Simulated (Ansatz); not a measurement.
# Se: how the free axis answers a strain

Se, P3_221, a = 4.038 Å, c = 5.121 Å. Ansatz: PBEsol, PAW, 420 eV, Γ-centred 12×12×8 mesh on 3 atoms, Gaussian smearing 0.02 eV; no spin polarisation. Series: biaxial strain in the a-b plane, c and atoms relaxed; x is the strain in per cent. y is the change of c in per cent of 5.121 Å.

| x (%) | y (%) |
| --- | --- |
| -6.0 | 3.71 |
| -4.0 | 2.38 |
| -2.0 | 1.15 |
| 0.0 | 0.00 |
| 2.0 | ? |
| 4.0 | -1.96 |
| 6.0 | -2.75 |

Question: Fit y = c1 x + c2 x² to the other rows, say what c1 measures, and predict the missing y.

Answer: Least squares on the rows shown. y = −0.5399 x + 0.01332 x². With no stress along c, c1 = −2C13/C33 = -0.540. At x = 2.0 the fit asked for gives -1.03 %. The run gave -1.03 %, the same to the digits shown.